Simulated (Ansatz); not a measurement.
Crystal: Cu.

```
Cu
1.0
    -1.44279    1.44279    1.37608
     1.44279   -1.44279    1.37608
     1.44279    1.44279   -1.37608
Cu
1
Direct
  0.00000 0.00000 0.00000
```

This isn't the form of Cu at room conditions, which is fcc.

Base run:

```yaml
Program: Ansatz 0.2.0
Functional: PBEsol
Potentials_or_basis: all-electron LAPW, scalar-relativistic
Cutoff: 322 eV (chosen from the basis error)
Basis_error_allowed: 0.001 eV/atom
k_mesh: 13 × 13 × 13
Occupations: fermi-dirac, width 0.05 eV
Spin: no spin polarisation
```

Its results: pressure -1.4 GPa.

Q: The run is repeated on the same cell with these changes: functional from PBEsol to LDA. What comes out?

A: Pressure -7.8 GPa.

LDA binds more tightly than PBEsol, so the same cell stands under less pressure.
